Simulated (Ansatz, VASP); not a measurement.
**BN in VASP and in Ansatz**

```
B N
1.0
     2.49751    0.00000    0.00000
    -1.24876    2.16291    0.00000
     0.00000    0.00000    6.06190
B N
2 2
Direct
  0.33333 0.66667 0.25000
  0.66667 0.33333 0.75000
  0.33333 0.66667 0.75000
  0.66667 0.33333 0.25000
```

Alike in both runs: functional PBE; dispersion D3(BJ); k mesh 12 × 12 × 4; occupations gaussian, width 0.02 eV; no spin polarisation.

Ansatz relaxed the structure, and its values are those at the end. VASP's run is a single point on that final structure, the one shown.

|  | VASP | Ansatz |
| --- | --- | --- |
| version | VASP 6.6.1 | Ansatz 0.2.0 |
| potentials or method | VASP PAW PBE potentials, release 64 (B, N) | scalar-relativistic, plane waves, PAW |
| plane-wave cutoff (eV) | 520 | 420 |
| valence electrons in the cell | 16 | 16 |

```tsv
	VASP	Ansatz	Ansatz less VASP
gap on the k mesh at the Fermi level (eV)	4.11	4.11	+0.007
least direct gap on the mesh (eV)	4.41	4.42	+0.008
pressure (GPa)	4.2	4.2	-0.07
```

A k mesh can miss the band edges.
